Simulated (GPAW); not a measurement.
## 1T-MnO2 monolayer: simulated STM images

Aim: Tersoff-Hamann images of 1T-MnO2 monolayer at several biases.

Main program and level: GPAW 26.7.0; GPAW, PAW setups; layer in a repeated cell with vacuum, relaxation of atoms and in-plane cell, in the first sound run; inputs show where later runs differ.

### Step 1. The structure

The cell holds 3 atoms: 2 O and 1 Mn. Its edges and angles: a = 2.784 Å, b = 2.784 Å, c = 20.141 Å, α = 90.0°, β = 90.0°, γ = 120.0°. Vacuum lies along c.

Structure file:

```cif
data_structure
_symmetry_space_group_name_H-M 'P 1'
_symmetry_Int_Tables_number 1
_cell_length_a 2.7838
_cell_length_b 2.7838
_cell_length_c 20.1407
_cell_angle_alpha 90.000
_cell_angle_beta 90.000
_cell_angle_gamma 120.000
_cell_volume 135.17
loop_
_atom_site_label
_atom_site_type_symbol
_atom_site_fract_x
_atom_site_fract_y
_atom_site_fract_z
_atom_site_occupancy
O1 O 0.66667 0.33333 0.44686 1
Mn2 Mn 0.00000 0.00000 0.50000 1
O3 O 0.33333 0.66667 0.55314 1
```

### Step 2. Relaxing the atoms

Forces are removed first; all later runs use this geometry.

Input file run.py:

```python
import json
import numpy as np
from ase import Atoms
from ase.filters import FrechetCellFilter
from ase.optimize import BFGS
from gpaw import GPAW, PW

slab = Atoms(
    ['O', 'Mn', 'O'],
    positions=[
        [1.39188, 0.80360, 9.00000],
        [0.00000, 0.00000, 10.07036],
        [-0.00000, 1.60720, 11.14072]],
    cell=[[2.78375, 0.0, 0.0], [-1.39188, 2.4108, 0.0], [0.0, 0.0, 20.1407]],
    pbc=[True, True, True],
    magmoms=[0.0, 4.0, 0.0])

slab.calc = GPAW(mode=PW(600), xc='PBE', kpts={'size': (12, 12, 1), 'gamma': True},
                 occupations={'name': 'fermi-dirac', 'width': 0.05}, nbands='160%',
                 convergence={'density': 1e-05}, maxiter=200,
                 symmetry={'tolerance': 1e-3}, txt='slab.txt')
result = {}
# The in-plane cell is free; stress needs a cell that repeats along all three vectors
path = []
opt = BFGS(FrechetCellFilter(slab, mask=[1, 1, 0, 0, 0, 1]), maxstep=0.2)
opt.attach(lambda: path.append((slab.get_potential_energy(), slab.positions.tolist(), slab.get_forces().tolist())))
result['relaxed'] = bool(opt.run(fmax=0.02, steps=45))
result['path'] = path
result['cell'] = slab.cell.tolist()
print('in-plane lattice', slab.cell.cellpar().round(4)[[0, 1, 5]])
energy = slab.get_potential_energy()
fermi = slab.calc.get_fermi_level()
v = slab.calc.get_electrostatic_potential().mean((0, 1)) - fermi
n = slab.calc.get_pseudo_density().mean((0, 1))
L = slab.cell[2, 2]
z = np.arange(len(v)) * L / len(v)
low, high = slab.positions[:, 2].min(), slab.positions[:, 2].max()
below, above = np.interp([low - 6.8, high + 6.8], z, v)
slopes = [np.interp(x, z, np.gradient(v, z)) for x in (low - 6.8, high + 6.8)]
eps = np.array([[slab.calc.get_eigenvalues(k, s) for k in range(len(slab.calc.get_ibz_k_points()))]
                for s in range(slab.calc.get_number_of_spins())]) - fermi
top, bottom = eps[eps < 0].max(), eps[eps > 0].min()
dipole = slab.get_dipole_moment()[2]
print(f'energy {energy:.4f} eV, Fermi level {fermi:.4f} eV, dipole {dipole:.5f} e A')
print(f'potential 6.8 A off the faces, from the Fermi level: lower {below:.4f} eV, upper {above:.4f} eV')
print(f'slope of the potential there: lower {slopes[0]:.5f}, upper {slopes[1]:.5f} eV/A')
print(f'nearest levels on the mesh: {top:.4f} and {bottom:.4f} eV')
print('magnetic moment', round(slab.get_magnetic_moment(), 3))
result.update(energy=energy, fermi=fermi, dipole=dipole, below=below, above=above, slopes=slopes, edges=[top, bottom],
              z=z.tolist(), v=v.tolist(), n=n.tolist(), positions=slab.positions.tolist(),
              forces=slab.get_forces(apply_constraint=False).tolist(), moments=slab.get_magnetic_moments().tolist())
json.dump(result, open('result.json', 'w'))
```

The run is started by

```
$ OMP_NUM_THREADS=1 OPENBLAS_NUM_THREADS=1 python run.py
```

Log:

```text
Step          Energy          fmax
BFGS:    0      -24.545807        1.175616
BFGS:    1      -24.584340        0.888409
BFGS:    2      -24.663734        0.536510
BFGS:    3      -24.679014        0.442860
BFGS:    4      -24.725821        0.008994
in-plane lattice [  2.8524   2.8524 120.0001]
energy -24.7258 eV, Fermi level -4.5182 eV, dipole 0.00013 e A
potential 6.8 A off the faces, from the Fermi level: lower 7.1704 eV, upper 7.1695 eV
slope of the potential there: lower -0.00006, upper 0.00047 eV/A
nearest levels on the mesh: -0.6018 and 0.5087 eV
magnetic moment 3.0
```

The job ended after 5.1 min (1 thread of Arm Neoverse V2, shared host; peak memory 0.44 GiB).

This step gave:

```yaml
dipole_along_the_normal: 1.27e-4 e·Å
levels_nearest_the_fermi_level_on_the_mesh: -0.6018, 0.5087 eV from the Fermi level
site_moments: 0.03521, 2.820, 0.03521 μB
sum_of_the_site_moments: 2.891 μB
```

The electrostatic potential energy of an electron (without an applied field's), less the Fermi level, planar mean by z:

| z (Å) | electrostatic potential energy of an electron (without an applied field's), less the Fermi level, planar mean (eV) |
| --- | --- |
| 0.0 | 7.17 |
| 0.5 | 7.17 |
| 1.0 | 7.17 |
| 1.5 | 7.17 |
| 2.0 | 7.17 |
| 2.5 | 7.17 |
| 3.0 | 7.17 |
| 3.5 | 7.17 |
| 4.0 | 7.17 |
| 4.5 | 7.17 |
| 5.0 | 7.17 |
| 5.5 | 7.17 |
| 6.0 | 7.17 |
| 6.5 | 7.17 |
| 7.0 | 7.15 |
| 7.5 | 7.09 |
| 8.0 | 6.67 |
| 8.5 | 3.80 |
| 9.0 | -10.3 |
| 9.5 | -9.84 |
| 10.0 | -17.0 |
| 10.5 | -11.2 |
| 11.0 | -12.6 |
| 11.5 | 1.43 |
| 12.0 | 6.33 |
| 12.5 | 7.03 |
| 13.0 | 7.14 |
| 13.5 | 7.16 |
| 14.0 | 7.17 |
| 14.5 | 7.17 |
| 15.0 | 7.17 |
| 15.5 | 7.17 |
| 16.0 | 7.17 |
| 16.5 | 7.17 |
| 17.0 | 7.17 |
| 17.5 | 7.17 |
| 18.0 | 7.17 |
| 18.5 | 7.17 |
| 19.0 | 7.17 |
| 19.5 | 7.17 |
| 20.0 | 7.17 |

Pseudo valence density, planar mean against z:

```csv
z (Å),"pseudo valence density, planar mean (e/Å³)"
6.5,1.6e-4
7.0,9.5e-4
7.5,0.00595
8.0,0.0407
8.5,0.288
9.0,0.993
9.5,1.03
10.0,2.43
10.5,1.27
11.0,1.06
11.5,0.470
12.0,0.0717
12.5,0.0103
13.0,0.00160
13.5,2.7e-4
14.0,4.7e-5
```

Site moment by atom:

```
atom  site moment (μB)
  O1              0.04
 Mn2              2.82
  O3              0.04
```

The relaxation lowered the energy of the cell by 0.180 eV (energies extrapolated to zero smearing; the optimiser's log prints free energies). The largest force left on a free atom is 0.0085 eV/Å.

### Step 3. The slab's potential

The work function is the vacuum plateau of the electrostatic potential less the Fermi level; a dipole layer lets the two faces have plateaus of their own.

This step: GPAW, PAW setups; slab in vacuum (GPAW 26.7.0).

The cell differs from the one that the last finished run ended in (c 20.141 → 19.958 Å).

Input file run.py:

```python
import json
import numpy as np
from ase import Atoms
from ase.dft.stm import STM
from gpaw import GPAW, PW

slab = Atoms(
    ['O', 'Mn', 'O'],
    positions=[
        [1.42619, 0.82341, 9.00000],
        [-0.00000, 0.00000, 9.97885],
        [0.00000, 1.64682, 10.95770]],
    cell=[[2.85237, 0.0, 0.0], [-1.42619, 2.47023, 0.0], [0.0, 0.0, 19.9577]],
    pbc=[True, True, False],
    magmoms=[0.0, 4.0, 0.0])

slab.calc = GPAW(mode=PW(500), xc='PBE', kpts={'size': (12, 12, 1), 'gamma': True},
                 occupations={'name': 'fermi-dirac', 'width': 0.05}, nbands='160%',
                 convergence={'density': 1e-05}, maxiter=200,
                 poissonsolver={'dipolelayer': 'xy'},
                 symmetry={'tolerance': 1e-3}, txt='slab.txt')
result = {}
energy = slab.get_potential_energy()
fermi = slab.calc.get_fermi_level()
v = slab.calc.get_electrostatic_potential().mean((0, 1)) - fermi
n = slab.calc.get_pseudo_density().mean((0, 1))
L = slab.cell[2, 2]
z = np.arange(len(v)) * L / len(v)
low, high = slab.positions[:, 2].min(), slab.positions[:, 2].max()
below, above = np.interp([low - 6.8, high + 6.8], z, v)
slopes = [np.interp(x, z, np.gradient(v, z)) for x in (low - 6.8, high + 6.8)]
eps = np.array([[slab.calc.get_eigenvalues(k, s) for k in range(len(slab.calc.get_ibz_k_points()))]
                for s in range(slab.calc.get_number_of_spins())]) - fermi
top, bottom = eps[eps < 0].max(), eps[eps > 0].min()
dipole = slab.get_dipole_moment()[2]
print(f'energy {energy:.4f} eV, Fermi level {fermi:.4f} eV, dipole {dipole:.5f} e A')
print(f'potential 6.8 A off the faces, from the Fermi level: lower {below:.4f} eV, upper {above:.4f} eV')
print(f'slope of the potential there: lower {slopes[0]:.5f}, upper {slopes[1]:.5f} eV/A')
print(f'nearest levels on the mesh: {top:.4f} and {bottom:.4f} eV')
print('magnetic moment', round(slab.get_magnetic_moment(), 3))
result.update(energy=energy, fermi=fermi, dipole=dipole, below=below, above=above, slopes=slopes, edges=[top, bottom],
              z=z.tolist(), v=v.tolist(), n=n.tolist(), positions=slab.positions.tolist(),
              forces=slab.get_forces(apply_constraint=False).tolist(), moments=slab.get_magnetic_moments().tolist())

# Images need the states of the whole zone, up to time reversal
slab.calc = slab.calc.fixed_density(symmetry={'point_group': False}, txt='states.txt', nbands='250%',
                                    convergence={'bands': 'CBM+1.3'})
stm = STM(slab)
result['stm'] = []
for bias in [-1.0, 1.0]:
    height = high + 3.0
    current = stm.get_averaged_current(bias, height)
    x, y, h = stm.scan(bias, current)
    i, f = divmod(height / L * stm.ldos.shape[2], 1)
    I = abs((1 - f) * stm.ldos[:, :, int(i)] + f * stm.ldos[:, :, int(i) + 1])
    print(f'bias {bias} V: mean current at 3.0 A {current:.4e}, corrugation {np.ptp(h):.4f} A')
    result['stm'].append(dict(bias=bias, current=current, h=(h - high).tolist(), I=I.tolist()))
json.dump(result, open('result.json', 'w'))
```

Log:

```text
energy -24.0414 eV, Fermi level -4.4868 eV, dipole -0.00005 e A
potential 6.8 A off the faces, from the Fermi level: lower 7.1655 eV, upper 7.1655 eV
slope of the potential there: lower -0.00086, upper 0.00086 eV/A
nearest levels on the mesh: -0.5988 and 0.5053 eV
magnetic moment 3.0
bias -1.0 V: mean current at 3.0 A 6.7387e-06, corrugation 0.2544 A
bias 1.0 V: mean current at 3.0 A 1.4407e-06, corrugation 0.2383 A
```

Elapsed: 3.5 min, on 1 thread; peak memory 0.69 GiB.

This step gave:

| Item | Value |
| --- | --- |
| dipole along the normal | -5.26e-5 e·Å |
| levels nearest the Fermi level on the mesh | -0.5988, 0.5053 eV from the Fermi level |
| upper work function | 7.165 eV |
| lower work function | 7.165 eV |
| site moments | 0.03520, 2.820, 0.03520 μB |
| corrugation -1 | 0.2544 Å |
| corrugation 1 | 0.2383 Å |
| upper ionisation energy | 7.764 eV |
| sum of the site moments | 2.890 μB |

Electrostatic potential energy of an electron (without an applied field's), less the Fermi level, planar mean against z:

| z (Å) | electrostatic potential energy of an electron (without an applied field's), less the Fermi level, planar mean (eV) |
| --- | --- |
| 0.0 | 7.17 |
| 0.5 | 7.17 |
| 1.0 | 7.17 |
| 1.5 | 7.17 |
| 2.0 | 7.17 |
| 2.5 | 7.17 |
| 3.0 | 7.16 |
| 3.5 | 7.16 |
| 4.0 | 7.16 |
| 4.5 | 7.16 |
| 5.0 | 7.16 |
| 5.5 | 7.16 |
| 6.0 | 7.16 |
| 6.5 | 7.16 |
| 7.0 | 7.14 |
| 7.5 | 7.05 |
| 8.0 | 6.45 |
| 8.5 | 2.34 |
| 9.0 | -12.2 |
| 9.5 | -10.5 |
| 10.0 | -17.2 |
| 10.5 | -10.2 |
| 11.0 | -11.5 |
| 11.5 | 3.13 |
| 12.0 | 6.56 |
| 12.5 | 7.06 |
| 13.0 | 7.14 |
| 13.5 | 7.16 |
| 14.0 | 7.16 |
| 14.5 | 7.16 |
| 15.0 | 7.16 |
| 15.5 | 7.16 |
| 16.0 | 7.16 |
| 16.5 | 7.16 |
| 17.0 | 7.17 |
| 17.5 | 7.17 |
| 18.0 | 7.17 |
| 18.5 | 7.17 |
| 19.0 | 7.17 |
| 19.5 | 7.17 |

Table of pseudo valence density, planar mean by z:

z (Å), pseudo valence density, planar mean (e/Å³) and a bar:
```
      6.5       0.00 
      7.0       0.00 
      7.5       0.01 
      8.0       0.06 #
      8.5       0.40 #####
      9.0       1.04 #############
      9.5       1.12 ##############
     10.0       2.46 ##############################
     10.5       1.08 #############
     11.0       1.04 #############
     11.5       0.35 ####
     12.0       0.05 #
     12.5       0.01 
     13.0       0.00 
     13.5       0.00
```

Tip height over the top atom over a1 and a2. Sample bias -1 V, constant current at the mean current 3.0 Å over the top atom.

Values in Å, 15 rows by 15 columns:
```
2.90 2.95 3.00 3.03 3.02 3.03 3.05 3.06 3.05 3.03 3.02 3.03 3.00 2.95 2.90
2.94 3.00 3.06 3.06 3.05 3.04 3.05 3.05 3.04 3.05 3.06 3.06 3.00 2.94 2.91
2.97 3.03 3.06 3.06 3.05 3.06 3.07 3.06 3.05 3.06 3.06 3.03 2.97 2.94 2.94
2.98 3.02 3.05 3.05 3.07 3.12 3.12 3.07 3.05 3.05 3.02 2.98 2.97 2.97 2.97
2.98 3.03 3.04 3.06 3.12 3.15 3.12 3.06 3.04 3.03 2.98 2.97 2.99 2.99 2.97
3.03 3.05 3.05 3.07 3.12 3.12 3.07 3.05 3.05 3.03 2.98 2.98 2.99 2.98 2.98
3.09 3.06 3.05 3.06 3.07 3.06 3.05 3.06 3.09 3.04 2.98 2.97 2.97 2.98 3.04
3.09 3.05 3.04 3.05 3.05 3.04 3.05 3.09 3.08 3.01 2.96 2.94 2.96 3.01 3.08
3.03 3.03 3.05 3.06 3.05 3.03 3.03 3.04 3.01 2.96 2.93 2.93 2.96 3.01 3.04
2.98 3.02 3.06 3.06 3.02 2.98 2.98 2.98 2.96 2.93 2.92 2.93 2.96 2.98 2.98
2.98 3.03 3.06 3.03 2.98 2.97 2.98 2.97 2.94 2.93 2.93 2.94 2.97 2.98 2.97
2.97 3.00 3.00 2.97 2.97 2.99 2.99 2.97 2.96 2.96 2.96 2.97 2.99 2.99 2.97
2.94 2.95 2.94 2.94 2.97 2.99 2.98 2.98 3.01 3.01 2.98 2.98 2.99 2.97 2.94
2.90 2.90 2.91 2.94 2.97 2.97 2.98 3.04 3.08 3.04 2.98 2.97 2.97 2.94 2.91
2.90 2.90 2.94 2.97 2.98 2.98 3.03 3.09 3.09 3.03 2.98 2.98 2.97 2.94 2.90
```
Columns: a1 from 0 to 0.933; rows upwards: a2 from 0 to 0.933.

Local density of states summed over the bias window over a1 and a2. Sample bias -1 V, constant height 3.0 Å over the top atom.

Values in units of 1e-6 arbitrary, 15 rows by 15 columns:
```
4.8 5.7 6.8 7.2 7.1 7.1 7.5 7.8 7.5 7.1 7.1 7.2 6.8 5.7 4.8
5.5 6.8 7.8 7.8 7.5 7.5 7.7 7.7 7.5 7.5 7.8 7.8 6.8 5.5 5.0
6.2 7.2 7.8 7.7 7.6 7.8 7.9 7.8 7.6 7.7 7.8 7.2 6.2 5.5 5.5
6.3 7.1 7.5 7.7 7.9 8.1 8.1 7.9 7.7 7.5 7.1 6.3 5.9 5.9 5.9
6.5 7.1 7.5 7.8 8.1 8.2 8.1 7.8 7.5 7.1 6.5 6.1 6.3 6.3 6.1
7.1 7.5 7.7 7.9 8.1 8.1 7.9 7.7 7.5 7.1 6.5 6.3 6.4 6.3 6.5
7.8 7.8 7.7 7.8 7.9 7.8 7.7 7.8 7.8 7.3 6.5 6.1 6.1 6.5 7.3
7.8 7.5 7.5 7.6 7.6 7.5 7.5 7.8 7.8 6.9 6.0 5.7 6.0 6.9 7.8
7.1 7.1 7.5 7.7 7.5 7.1 7.1 7.3 6.9 6.1 5.5 5.5 6.1 6.9 7.3
6.5 7.1 7.8 7.8 7.1 6.5 6.5 6.4 6.0 5.5 5.3 5.5 6.0 6.4 6.5
6.3 7.2 7.8 7.2 6.3 6.1 6.3 6.1 5.7 5.5 5.5 5.7 6.1 6.3 6.1
6.2 6.8 6.8 6.2 5.9 6.3 6.4 6.1 6.0 6.1 6.0 6.1 6.4 6.3 5.9
5.5 5.7 5.5 5.5 5.9 6.3 6.3 6.5 6.9 6.9 6.5 6.3 6.3 5.9 5.5
4.8 4.8 5.0 5.5 5.9 6.1 6.5 7.3 7.8 7.3 6.5 6.1 5.9 5.5 5.0
4.4 4.8 5.5 6.2 6.3 6.5 7.1 7.8 7.8 7.1 6.5 6.3 6.2 5.5 4.8
```
Columns: a1 from 0 to 0.933; rows upwards: a2 from 0 to 0.933.

Tip height over the top atom over a1 and a2. Sample bias 1 V, constant current at the mean current 3.0 Å over the top atom.

Ten even steps from '_' (2.90 Å) to '@' (3.13 Å):
```
__::==----==++++++==----==::__
..====++************++====..__
::--++%%@@######@@%%++--::____
::--**@@@@@@@@@@@@**--::::::::
--==**##@@@@@@##**==----------
++++**##@@@@##**++++++======++
**++**##@@##**++**++========++
**++**%%%%**++**++----------++
++==**%%**==++++------------++
----++++----++==----------==++
::--==--::--====--------====--
::====::::--====------====--::
..::..__::--====----====--::__
________::--++++++++++--::____
____..::::--++****++--::::..__
```
Columns: a1 from 0 to 0.933; rows upwards: a2 from 0 to 0.933.

Local density of states summed over the bias window over a1 and a2. Sample bias 1 V, constant height 3.0 Å over the top atom.

Ten even steps from '_' (1.05 × 1e-6 arbitrary) to '@' (1.72 × 1e-6 arbitrary):
```
..==++====**######**====++==..
::++****############****++::..
--==**@@@@%%%%%%@@@@**==--::::
--==##@@@@@@@@@@@@##==--------
++**##%%@@@@@@%%##**++========
######%%@@@@%%########**++**##
%%####%%@@%%####%%##**++++**##
%%####@@@@####%%##++==++==++##
##**##@@##**####++--====--++##
++==****==++##**==========**##
--==**==--==**++++====++++**==
--++++----==++++==--==++++==--
::==::::--==****++++****==--::
......::--==##########==--::..
__..::----++##%%%%##++----::..
```
Columns: a1 from 0 to 0.933; rows upwards: a2 from 0 to 0.933.

Force by atom:

| atom | x (eV/Å) | y (eV/Å) | z (eV/Å) | size |
| --- | --- | --- | --- | --- |
| O1 | 0.0000 | 0.0000 | -0.0987 | 0.0987 |
| Mn2 | 0.0000 | 0.0000 | 0.0000 | 0.0000 |
| O3 | 0.0000 | 0.0000 | 0.0987 | 0.0987 |

The layer is gapped, so the Fermi level lies somewhere inside the gap, set by smearing and numerics, and these work functions are no property of the material; the band edges below the vacuum level are. The potential is flat to 8.6e-4 eV/Å where it is read, so the vacuum is wide enough.

### Step 4. Summary of results

| Item | Value |
| --- | --- |
| work function, both faces (Fermi level placed in the gap by the smearing) | 7.17 eV |
| ionisation energy from the upper face (highest filled level on the mesh) | 7.76 eV |
| electron affinity from the upper face (lowest empty Kohn-Sham level on the mesh) | 6.66 eV |
| dipole along the normal | -5.3e-5 e Å, near the numerical noise |
| corrugation at -1 V | 0.254 Å as printed, 0.18 Å or less without short-wave noise |
| corrugation at 1 V | 0.238 Å as printed, 0.20 Å or less without short-wave noise |

**Reading.** At -1 V and 1 V GPAW's map carries short-wave noise, which can't be real at this height: without waves under 1.5 Å it spans 0.18 Å against 0.25 Å printed and 0.20 Å against 0.24 Å printed. The reading below uses the filtered value, which may still be too high. The tip height varies by 0.18 to 0.20 Å over the cell, much the same at every bias tried. Negative sample bias images filled states, positive bias empty ones. The levels nearest the Fermi level on the mesh lie 1.10 eV apart, so the slab is gapped there: the smearing puts the Fermi level inside the gap, and from either face the ionisation energy is the work function plus 0.60 eV. Both are Kohn-Sham levels on the mesh, and semilocal gaps are too small, so the affinity tends to come out too large and the ionisation energy too small. The images are of Tersoff-Hamann type: an s-wave tip, no tip-sample forces, heights closer than in a microscope. Biases count from a Fermi level whose place in the gap is arbitrary, so only their reach past the band edges has a meaning. One magnetic start was tried; another order may lie lower. The layer's cell and atoms come from the relaxation; spin-orbit coupling and temperature are left out.

[Logs are printed without paths, hosts, clocks, repeated set-up lines and the standing remarks that a program may print on its own settings, such as how far it seeks lower states.]

[Hosts, paths, dates, database ids (printed as entryN), source tags and the programs' standing remarks are cut or masked in the printed files.]
